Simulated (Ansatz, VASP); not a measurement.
# HfB: VASP beside Ansatz

```
Hf B
1.0
     0.00000    2.31000    2.42550
     2.31000    0.00000    2.42550
     2.31000    2.31000    0.00000
Hf B
1 1
Direct
  0.50000 0.50000 0.50000
  0.00000 0.00000 0.00000
```

Change from the starting cell: strain +0.000 along x and y, +0.050 along z, atoms carried along.

Alike in both runs: task single point; functional LDA; k mesh 18 × 18 × 18; occupations gaussian, width 0.15 eV; no spin polarisation.

|  | VASP | Ansatz |
| --- | --- | --- |
| version | VASP 6.6.1 | Ansatz 0.2.0 |
| potentials or method | VASP PAW LDA potentials, release 64 (Hf_pv, B) | scalar-relativistic, plane waves, PAW |
| plane-wave cutoff (eV) | 520 | 420 |
| valence electrons in the cell | 13 | 29 |

VASP gave:

* gap on the k mesh at the Fermi level (eV): none
* pressure (GPa): 8.9
* largest component of the traceless stress (GPa): 13.46

Question: What did Ansatz give for the same quantities?

Answer: gap on the k mesh at the Fermi level (eV): none; pressure (GPa): 7.5; largest component of the traceless stress (GPa): 13.17.

A gap of «none» marks a metal or a gap that the smearing closes. The two sets of potentials don't hold the same shells in valence.

Spin-orbit coupling is left out, which matters for the levels of Hf.
